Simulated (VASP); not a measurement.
# TaS2 (P-3m1) in VASP: a series of runs, part 2 of 3

VASP 6.6.1.

## Step 4: Relaxation of cell and atoms, PBEsol+D3(BJ)

File INCAR:

```
SYSTEM = TaS2
  PREC = Accurate
  ENCUT = 600
  EDIFF = 1E-6
  ISMEAR = -1
  SIGMA = 0.05
  LREAL = .False.
  LASPH = .True.
  NELM = 60
  ALGO = Normal
  ISIF = 3
  LWAVE = .False.
  LCHARG = .False.
  GGA = PS
  IVDW = 12
  IBRION = 2
  NSW = 40
  EDIFFG = -0.01
```

File KPOINTS:

```
regular mesh
0
Gamma
  9 9 5
  0 0 0
```

File POSCAR:

```
TaS2
1.0
    3.3500000000      0.0000000000      0.0000000000
   -1.6750000000      2.9011851027      0.0000000000
    0.0000000000      0.0000000000      5.8600000000
Ta S
1 2
Direct
    0.0000000000      0.0000000000      0.0000000000
    0.6666666667      0.3333333333      0.7500000000
    0.3333333333      0.6666666667      0.2500000000
```

Potentials or basis: VASP PAW PBE potentials, release 64 (Ta_pv, S).

Started as:

```
cat potpaw_PBE.64/Ta_pv/POTCAR potpaw_PBE.64/S/POTCAR > POTCAR
mpirun -np 1 vasp_std > vasp.out
```

OUTCAR:

```text
SYSTEM = TaS2
   PREC = Accurate
   ENCUT = 600
   EDIFF = 1E-6
   ISMEAR = -1
   LREAL = .False.
   LASPH = .True.
   NELM = 60
   ISIF = 3
   GGA = PS
   IVDW = 12
   IBRION = 2
   NSW = 40
   EDIFFG = -0.01
 IVDW          = 12

 ion  position               nearest neighbor table
   1  0.000  0.000  0.000-   2 2.43   3 2.43   2 2.43   3 2.43   2 2.43   3 2.43
   2  0.667  0.333  0.750-   1 2.43   1 2.43   1 2.43
   3  0.333  0.667  0.250-   1 2.43   1 2.43   1 2.43

  LATTYP: Found a hexagonal cell.
 ALAT       =     3.3500000000
 C/A-ratio  =     1.7492537313

  Lattice vectors:

 A1 = (   3.3500000000,   0.0000000000,   0.0000000000)
 A2 = (  -1.6750000000,   2.9011851027,   0.0000000000)
 A3 = (   0.0000000000,   0.0000000000,   5.8600000000)

Analysis of symmetry for initial positions (statically):
=====================================================================
 Subroutine PRICEL returns:
 Original cell was already a primitive cell.

 Routine SETGRP: Setting up the symmetry group for a
 hexagonal supercell.

 Subroutine GETGRP returns: Found 12 space group operations
 (whereof 12 operations were pure point group operations)
 out of a pool of 24 trial point group operations.

The static configuration has the point symmetry D_3d.

Analysis of symmetry for dynamics (positions and initial velocities):
=====================================================================
 Subroutine PRICEL returns:
 Original cell was already a primitive cell.

 Routine SETGRP: Setting up the symmetry group for a
 hexagonal supercell.

 Subroutine GETGRP returns: Found 12 space group operations
 (whereof 12 operations were pure point group operations)
 out of a pool of 24 trial point group operations.

The dynamic configuration has the point symmetry D_3d.

 Subroutine INISYM returns: Found 12 space group operations
 (whereof 12 operations are pure point group operations),
 and found     1 'primitive' translations

----------------------------------------------------------------------------------------

                                     Primitive cell

  volume of cell :      56.9532

  direct lattice vectors                    reciprocal lattice vectors
     3.350000000  0.000000000  0.000000000     0.298507463  0.172343364  0.000000000
    -1.675000000  2.901185103  0.000000000     0.000000000  0.344686728  0.000000000
     0.000000000  0.000000000  5.860000000     0.000000000  0.000000000  0.170648464

  length of vectors
     3.350000000  3.350000000  5.860000000     0.344686728  0.344686728  0.170648464

  position of ions in fractional coordinates (direct lattice)
     0.000000000  0.000000000  0.000000000
     0.666666667  0.333333333  0.750000000
     0.333333333  0.666666667  0.250000000

  ion indices of the primitive-cell ions
   primitive index   ion index
                 1           1
                 2           2
                 3           3

----------------------------------------------------------------------------------------

 KPOINTS: regular mesh

Automatic generation of k-mesh.
 Grid dimensions read from file:
 generate k-points for:    9    9    5

 Generating k-lattice:

  Cartesian coordinates                     Fractional coordinates (reciprocal lattice)
     0.033167496  0.019149263  0.000000000     0.111111111 -0.000000000  0.000000000
     0.000000000  0.038298525  0.000000000     0.000000000  0.111111111  0.000000000
     0.000000000  0.000000000  0.034129693     0.000000000  0.000000000  0.200000000
[... 43 lines left out ...]
   dimension x,y,z NGXF=    56 NGYF=   56 NGZF=   96
   ions per type =               1   2
   NGX,Y,Z   is equivalent  to a cutoff of  13.90, 13.90, 13.62 a.u.
   NGXF,Y,Z  is equivalent  to a cutoff of  27.79, 27.79, 27.23 a.u.
 SYSTEM =  TaS2
   PREC   = accura    normal or accurate (medium, high low for compatibility)
   ISTART =      0    job   : 0-new  1-cont  2-samecut
   ICHARG =      2    charge: 1-file 2-atom 10-const
   ISPIN  =      1    spin polarized calculation?
   LNONCOLLINEAR =      F non collinear calculations
   LSORBIT =      F    spin-orbit coupling
   LASPH  =      T    aspherical Exc in radial PAW
   ENCUT  =  600.0 eV  44.10 Ry    6.64 a.u.   6.69  6.69 11.70*2*pi/ulx,y,z
   NELM   =     60;   NELMIN=  2; NELMDL= -5     # of ELM steps
   EDIFF  = 0.1E-05   stopping-criterion for ELM
   LREAL  =      F    real-space projection
   EDIFFG = -.1E-01   stopping-criterion for IOM
   NSW    =     40    number of steps for IOM
   IBRION =      2    ionic relax: 0-MD 1-quasi-New 2-CG
   NFREE  =      1    steps in history (QN), initial steepest desc. (CG)
   ISIF   =      3    stress and relaxation
   ISYM   =      2    0-nonsym 1-usesym 2-fastsym
   POTIM  = 0.5000    time-step for ionic-motion
   TEBEG  =    0.0;   TEEND  =   0.0 temperature during run
   PSTRESS=    0.0 pullay stress
   NELECT =      23.0000    total number of electrons
   NUPDOWN=      -1.0000    fix difference up-down
   EMIN   =  10.00;   EMAX   =-10.00  energy-range for DOS
   EFERMI =   0.00;   METHOD = LEGACY
   ISMEAR =    -1;   SIGMA  =   0.05  broadening in eV -4-tet -1-fermi 0-gaus
   EFERMI_NEDOS =   21; number of points for ismear=-14 and -15
   IALGO  =     38    algorithm
   IMIX   =      4    mixing-type and parameters
     AMIX     =   0.40;   BMIX     =  1.00
     AMIX_MAG =   1.60;   BMIX_MAG =  1.00
  volume/ion in A,a.u.               =      18.98       128.11
  Fermi-wavevector in a.u.,A,eV,Ry     =   1.210073  2.286706 19.922686  1.464276
  Thomas-Fermi vector in A             =   2.345631
   LORBIT       =      0    0 simple, 1 ext, 2 COOP (PROOUT), +10 PAW based schemes
   GGA     = PS    functional components
   LHFCALC =     F    Hartree Fock is set to
   AEXX    =    0.0000 exact exchange contribution
   IVDW    =    12    specifies the selected vdW correction
   LEPSILON=     F    determine dielectric tensor
   LRPA    =     F    only Hartree local field effects (RPA)
 conjugate gradient relaxation of ions
 non-spin polarized calculation
  energy-cutoff  :      600.00
  volume of cell :       56.95
 maximum number of plane-waves:      1931
 NGX is ok and might be reduce to    28
   NGX = 13   NGY = 13   NGZ = 23

--------------------------------------- Ionic step        1  -------------------------------------------

 number of electron      22.9999999 magnetization

 Free energy of the ion-electron system (eV)
  ---------------------------------------------------
  ext. energy  EPLUGINS =         0.00000000
  ---------------------------------------------------
  free energy    TOTEN  =       -24.51069223 eV

  energy without entropy =      -24.49560064  energy(sigma->0) =      -24.50314643

------------------------ aborting loop because EDIFF is reached ----------------------------------------

 Edisp (eV)   -1.13230

 E8    (eV) :    -0.7426
[... 108 lines left out ...]
  FREE ENERGIE OF THE ION-ELECTRON SYSTEM (eV)
  ---------------------------------------------------
  free  energy   TOTEN  =       -25.6910017188 eV

  energy  without entropy=      -25.6780619293  energy(sigma->0) =      -25.68453182

[... ionic steps 4 to 19 ...]

--------------------------------------- Ionic step       20  -------------------------------------------

 number of electron      23.0000001 magnetization

------------------------ aborting loop because EDIFF is reached ----------------------------------------
[... 77 lines left out ...]
--------------------------------------- Ionic step       22  -------------------------------------------

 number of electron      23.0000001 magnetization

 Free energy of the ion-electron system (eV)
  ---------------------------------------------------
  ext. energy  EPLUGINS =         0.00000000
  ---------------------------------------------------
  free energy    TOTEN  =       -24.53179615 eV

  energy without entropy =      -24.52158413  energy(sigma->0) =      -24.52669014

 E-fermi :   6.4722     XC(G=0): -11.2815

 val. band max:        6.4708345257   @ k =   0.3333   0.1111   0.0000
 cond. band min:       6.4745106811   @ k =   0.4444   0.1111   0.0000
 fundamental gap:      0.0036761553
 Fermi energy:         6.4722054283

 k-point     1 :       0.0000    0.0000    0.0000
  band No.  band energies     occupation
      1     -28.5762      2.00000
      2     -28.5096      2.00000
      3     -28.5096      2.00000
      4      -8.8383      2.00000
      5      -6.4418      2.00000
      6      -1.0466      2.00000
      7       2.7534      2.00000
      8       2.7534      2.00000
      9       5.7449      2.00000
     10       6.1201      1.99825
     11       6.1201      1.99825
     12       6.3108      1.92381
     13       6.7732      0.00485
     14       6.7732      0.00485
[... 401 lines left out ...]
      2     -28.5777      2.00000
      3     -28.5295      2.00000
      4      -7.5503      2.00000
      5      -6.4779      2.00000
      6       0.3053      2.00000
      7       1.4021      2.00000
      8       2.0978      2.00000
      9       2.8492      2.00000
     10       3.8381      2.00000
     11       4.7477      2.00000
     12       6.1345      1.99767
     13       8.1439      0.00000
     14       9.1652      0.00000
     15      10.0476      0.00000

 [... further k-points ...]

------------------------ aborting loop because EDIFF is reached ----------------------------------------

 Edisp (eV)   -1.24420

 E8    (eV) :    -0.8171
[... 26 lines left out ...]
  FREE ENERGIE OF THE ION-ELECTRON SYSTEM (eV)
  ---------------------------------------------------
  free  energy   TOTEN  =       -25.7759979047 eV

  energy  without entropy=      -25.7657858905  energy(sigma->0) =      -25.77089190

 reached required accuracy - stopping structural energy minimisation
```

OSZICAR:

```text
N       E                     dE             d eps       ncg     rms          rms(c)
DAV:   1     0.162222297677E+03    0.16222E+03   -0.12613E+04  1508   0.155E+03
DAV:   2    -0.183580363513E+02   -0.18058E+03   -0.17856E+03  1871   0.339E+02
DAV:   3    -0.258603351812E+02   -0.75023E+01   -0.74501E+01  2060   0.651E+01
[... 182 lines left out ...]
DAV:   1    -0.245318529602E+02    0.97818E-03   -0.40941E-03  1556   0.557E-01    0.560E-02
DAV:   2    -0.245318101692E+02    0.42791E-04   -0.18633E-04  1633   0.115E-01    0.314E-02
DAV:   3    -0.245317971713E+02    0.12998E-04   -0.23521E-05  2004   0.383E-02    0.935E-03
DAV:   4    -0.245317956722E+02    0.14990E-05   -0.50030E-06  1759   0.193E-02    0.686E-03
DAV:   5    -0.245317961462E+02   -0.47402E-06   -0.33680E-07   764   0.480E-03
  22 F= -.25775998E+02 E0= -.25770892E+02  d E =-.225526E-04
```

Run time: 5.8 min. Hardware: 1 thread of Intel Xeon Platinum 8488C (Sapphire Rapids), shared host; peak memory 0.24 GiB.

What came out:

```yaml
Free_energy: -25.7760 eV
Relaxed_volume: 17.39 Å³/atom
Relaxed_cell: a = 3.277 Å, b = 3.277 Å, c = 5.610 Å, α = 90.00°, β = 90.00°, γ = 120.00°
Space_group_after_relaxing_to_0.05_Å: P-3m1 (No. 164)
Energy_gained_by_relaxing: 44.3 meV/atom
Ionic_steps: 22
Pressure_after_relaxing: -0.1 GPa
Band_gap_on_the_k_mesh: none (metal or under the smearing width)
Dispersion_energy_per_atom: -0.415 eV
```

The path:
```csv
step,energy change (eV),largest force (eV/Å),pressure (GPa),volume (Å³)
1,0.0000,1.0359,1.32,56.95
2,-0.0297,0.3755,-6.23,58.23
3,-0.0480,0.1396,-3.54,57.75
4,-0.0855,0.1379,-0.37,55.17
5,-0.0856,0.1384,-0.54,55.29
6,-0.0968,0.3010,0.53,54.60
7,-0.1037,0.5628,2.41,53.49
8,-0.1071,0.5350,2.20,53.43
9,-0.1158,0.4528,1.59,53.26
10,-0.1254,0.2875,0.46,52.91
11,-0.1262,0.2129,0.01,52.75
12,-0.1281,0.1618,-0.21,52.76
13,-0.1312,0.0054,-0.84,52.76
14,-0.1313,0.0326,-1.00,52.76
15,-0.1325,0.0112,-0.32,52.49
16,-0.1326,0.0285,-0.05,52.38
17,-0.1326,0.0287,-0.04,52.36
18,-0.1328,0.0295,0.00,52.30
19,-0.1329,0.0321,0.08,52.19
20,-0.1330,0.0008,-0.12,52.21
21,-0.1330,0.0043,-0.10,52.20
22,-0.1330,0.0016,-0.07,52.16
```

Final structure:
```cif
data_structure
_symmetry_space_group_name_H-M 'P 1'
_symmetry_Int_Tables_number 1
_cell_length_a 3.2767
_cell_length_b 3.2767
_cell_length_c 5.6097
_cell_angle_alpha 90.000
_cell_angle_beta 90.000
_cell_angle_gamma 120.000
_cell_volume 52.16
loop_
_atom_site_label
_atom_site_type_symbol
_atom_site_fract_x
_atom_site_fract_y
_atom_site_fract_z
_atom_site_occupancy
Ta1 Ta 0.00000 0.00000 0.00000 1
S1 S 0.66667 0.33333 0.72351 1
S2 S 0.33333 0.66667 0.27649 1
```

Caveat: the PAW data sets were made with another functional, which shifts forces and pressure a little. Spin-orbit coupling is left out, which matters for the levels of Ta.

(Continued in part 3 of 3.)
